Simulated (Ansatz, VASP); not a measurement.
**Si: VASP beside Ansatz**

```
CELL_PARAMETERS angstrom
0.00000 2.72185 2.72185
2.72185 0.00000 2.72185
2.72185 2.72185 0.00000
ATOMIC_POSITIONS crystal
Si 0.50000 0.50000 0.50000
Si 0.75000 0.75000 0.75000
```

Alike in both runs: task band structure; functional B3LYP; k mesh 4 × 4 × 4; occupations fermi-dirac, width 0.05 eV; no spin polarisation.

```csv
,VASP,Ansatz
version,VASP 6.6.1,Ansatz 0.2.0
potentials or method,"VASP PAW PBE potentials, release 64 (Si)",Ansatz PAW
plane-wave cutoff (eV),520,420
valence electrons in the cell,8,8
```

Ansatz gave:

```
gap on the k mesh at the Fermi level (eV) : 1.99
least direct gap on the mesh (eV)         : 3.88
gap along the band path (eV)              : 1.87
pressure (GPa)                            : 2.7
```

Task: Estimate VASP's values.

Result: gap on the k mesh at the Fermi level (eV): 2.02; least direct gap on the mesh (eV): 3.90; gap along the band path (eV): 1.86; pressure (GPa): 2.5.

Caveats: the k mesh is coarse (spacing up to 0.50 Å⁻¹), so the values aren't converged, least of all with exact exchange; the PAW data sets were made with another functional, which shifts forces and pressure a little (VASP); the mesh misses the band edges, which the band path finds closer together (VASP); the k mesh misses the band edges, so the gap on the mesh is wider than the one along the path (Ansatz); the PAW data sets come from PBE, with cores solved anew for the run's functional, which leaves a small shift of forces and pressure (Ansatz); the thresholds are loose for stress (Ansatz).
